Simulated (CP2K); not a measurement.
Ge:

```
CELL_PARAMETERS angstrom
5.93000 0.00000 0.00000
0.00000 5.93000 0.00000
0.00000 0.00000 6.98000
ATOMIC_POSITIONS crystal
Ge 0.37500 0.16670 0.75000
Ge 0.33330 0.87500 0.50000
Ge 0.62500 0.83330 0.25000
Ge 0.66670 0.12500 0.00000
Ge 0.87500 0.33330 0.50000
Ge 0.83330 0.62500 0.75000
Ge 0.12500 0.66670 0.00000
Ge 0.16670 0.37500 0.25000
Ge 0.57500 0.42500 0.25000
Ge 0.92500 0.92500 0.50000
Ge 0.42500 0.57500 0.75000
Ge 0.07500 0.07500 0.00000
```

This isn't the form of Ge at room conditions, which is diamond.

```yaml
Program: CP2K 2026.2
Task: single point
Functional: PBE
Potentials_or_basis: POTENTIAL_UZH Ge GTH-PBE-q4; TZVP-MOLOPT-PBE-GTH basis
Density_cutoff: 6123 eV
k_mesh: 5 × 5 × 4
Occupations: fermi-dirac, width 0.05 eV
Spin: no spin polarisation
```

On this cell: pressure 4.9 GPa; largest force 0.903 eV/Å; band gap on the k mesh 0.70 eV, direct.

The same run follows on a disturbed copy (atoms moved at random, drawn with an rms of 0.05 Å):

```
Ge
1.0
     5.93000    0.00000    0.00000
     0.00000    5.93000    0.00000
     0.00000    0.00000    6.98000
Ge
12
Direct
  0.37955 0.17300 0.75066
  0.32695 0.87291 0.49431
  0.62407 0.83734 0.24885
  0.67054 0.11862 0.99765
  0.87510 0.33745 0.50435
  0.83039 0.62692 0.75362
  0.12915 0.66748 0.99939
  0.16225 0.36910 0.24901
  0.56623 0.42259 0.24923
  0.92376 0.92416 0.49726
  0.42605 0.58232 0.74732
  0.07567 0.07141 0.99336
```

Q: What does the disturbed cell give?

A: The energy moves by +7.3 meV/atom; pressure 4.8 GPa; largest force 1.242 eV/Å; band gap on the k mesh 0.63 eV, indirect (least direct gap 0.65 eV).

Forces on the atoms (eV/Å):
```
Ge  -0.444 -0.517 -0.383
Ge   0.497  0.009  0.286
Ge   0.231 -0.341  0.122
Ge  -0.382  0.677  0.059
Ge  -0.477 -0.094 -0.330
Ge   0.457  0.470 -0.079
Ge   0.260 -0.411  0.053
Ge  -0.339 -0.254 -0.146
Ge   1.153 -0.457  0.066
Ge  -0.863 -0.437  0.178
Ge  -0.816  0.452  0.025
Ge   0.723  0.902  0.147
```

Stress tensor (GPa, compression positive):
```
 6.10 -0.08 -0.15
-0.08  4.81 -0.26
-0.15 -0.26  3.58
```

Caveats: an odd mesh through Γ misses points on the zone boundary, where band edges often lie; the basis of atomic orbitals isn't converged, which shifts pressures, moduli and gaps.
